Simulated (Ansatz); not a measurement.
## WS2 at a changed volume — S-33 NMR of the central transition

Cell: a COD entry, relaxed with PBE at fixed cell and then changed (volume scaled by 1.04, ions relaxed).

```
CELL_PARAMETERS angstrom
1.59978 0.92363 6.24444
-1.59978 0.92363 6.24444
0.00000 -1.84727 6.24444
ATOMIC_POSITIONS crystal
W 0.00067 0.00067 0.00067
S 0.25067 0.25067 0.25067
S 0.41737 0.41737 0.41737
```

Sites (sets of like atoms) are named by element and the number of their first atom in this list.

Method: Kohn–Sham DFT in Ansatz, PBE, plane waves and PAW, scalar-relativistic, collinear spin, 420 eV cutoff, Γ-centred 16×16×16 k-points, Fermi–Dirac smearing 0.02 eV. Start moments as typed (μB): 2 on each W, none on the rest.

S-33 has I = 3/2 and Q = -69.40 mb (Pyykkö 2018); at 7.05 T its Larmor frequency is ν₀ = 23.1 MHz. Only the quadrupole interaction is simulated: positions count from each site's isotropic chemical shift, and shift anisotropy, dipolar and J coupling are left out.

(1) Give C_Q, η, the quadrupolar product P_Q = |C_Q|(1 + η²/3)^½, the second-order isotropic shift and the breadth of the pattern (static powder) for each S site.

Answers

(1) 

```json
{"site": "S2", "first shell": "3 W at 2.42 Å; also 7 S at 3.12–3.20 Å", "C_Q (MHz)": "8.12", "η": "0.00", "P_Q (MHz)": "8.12", "δ_QIS (ppm)": "-3097", "breadth (kHz)": "372"}
{"site": "S3", "first shell": "3 W at 2.42 Å; also 7 S at 3.12–3.20 Å", "C_Q (MHz)": "7.90", "η": "0.00", "P_Q (MHz)": "7.90", "δ_QIS (ppm)": "-2934", "breadth (kHz)": "352"}
```

δ_QIS = −(ν_Q²/30ν₀²)[I(I+1) − 3/4](1 + η²/3) × 10⁶ ppm with ν_Q = 3|C_Q|/[2I(2I−1)]; it falls as 1/B₀² in ppm, and the breadth as 1/B₀ in kHz.

An axis of threefold or higher order runs through S2 and S3, so V_zz lies along it and η is zero.

With ν_Q/ν₀ up to 0.18, terms beyond second order are no longer negligible.

Without spin–orbit coupling the gradients at and beside W can be off by some per cent, at some sites by more. The start moments die out, and the run ends without spin.

The relaxation (4 steps) took 5.8 min of wall time (5.6 min of CPU time) and 1.3 GiB at its peak, on 1 thread of Intel Xeon Platinum 8259CL CPU @ 2.50GHz (Skylake/Cascade Lake) (x86_64; 16 cores open to the job, memory cap 3.0 GiB, no GPU), a shared host with a load of 0.7 a core.
